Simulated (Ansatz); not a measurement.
Au3Cu and the effect of the pressure

The cell as given:

Space group Pm-3m (No. 221). a = 3.980 Å, b = 3.980 Å, c = 3.980 Å, α = 90.00°, β = 90.00°, γ = 90.00°
```
atom  site  symmetry       x       y       z
  Au    3c    4/mm.m  0.5000  0.5000  0.0000
  Cu    1a      m-3m  0.0000  0.0000  0.0000
```

Kept alike: task relaxation of cell and atoms; functional PBEsol; k mesh 7 × 7 × 7; occupations fermi-dirac, width 0.05 eV; no spin polarisation. Program: Ansatz, Ansatz PAW, cutoff 420 eV. The mesh is that of the run's cell of 4 atoms. No spin-orbit coupling.

| pressure, P (GPa) | volume (Å³/atom) |
| --- | --- |
| 0 | 15.673 |
| 2 | 15.497 |
| 5 | ? |
| 10 | 14.913 |
| 20 | 14.333 |
| 30 | 13.869 |

The relaxations keep at least the cell's symmetry (Pm-3m). For a metal such a mesh leaves the last digits unconverged. The runs follow the start's structure, whether or not it is the stable one at these pressures. All rows use potentials made for PBE.

Q: Fit the rows shown and predict the run at 5 GPa.

A: Murnaghan's form V = V0 (1 + B′P/B0)^(-1/B′) through the rows shown has V0 = 15.6711, B0 = 176.9 GPa and B′ = 5.11 (largest miss 0.0028); at P = 5 it gives 15.263 Å³/atom. The run gave: volume 15.261 Å³/atom.
